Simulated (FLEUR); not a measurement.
Crystal: MgB2.

```
Mg B
1.0
     3.08500    0.00000    0.00000
    -1.54250    2.67169    0.00000
     0.00000    0.00000    3.52300
Mg B
1 2
Direct
  0.00000 0.00000 0.00000
  0.66667 0.33333 0.50000
  0.33333 0.66667 0.50000
```

| Item | Value |
| --- | --- |
| Program | FLEUR MaX-R8.1 (later development tree) |
| Task | single point |
| Functional | PBEsol |
| Potentials or basis | all-electron |
| Basis | FLAPW |
| Kmax | 4.77 1/bohr |
| k mesh | 10 × 10 × 8 |
| Occupations | fermi-dirac, width 0.05 eV |
| Spin | no spin polarisation |
| Gmax | 14.8 1/bohr |
| Muffin-tin radii | Mg 2.66, B 1.51 bohr |
| lmax | Mg 10, B 8 |
| lnonsphr | Mg 10, B 8 |
| Local orbitals a species | Mg 5, B 3 |
| Max iterations | 60 |
| Mixing factor | 0.05 |
| Mixer | Anderson |
| Mixer history | 15 |

On this cell: largest force under 0.003 eV/Å; band gap on the k mesh none (metal or under the smearing width).

The same run follows on a disturbed copy (atoms moved at random, drawn with an rms of 0.05 Å):

```
Mg B
1.0
     3.08500    0.00000    0.00000
    -1.54250    2.67169    0.00000
     0.00000    0.00000    3.52300
Mg B
1 2
Direct
  0.01959 0.99359 0.99020
  0.66441 0.32161 0.49171
  0.33637 0.66639 0.50926
```

Problem. What does the disturbed cell give?

Solution. The energy (extrapolated to zero smearing) moves by +10.9 meV/atom; largest force 0.735 eV/Å; band gap on the k mesh none (metal or under the smearing width).

Forces on the atoms (eV/Å):
```
Mg  -0.283  0.006  0.235
B    0.135  0.149  0.468
B    0.148 -0.156 -0.703
```
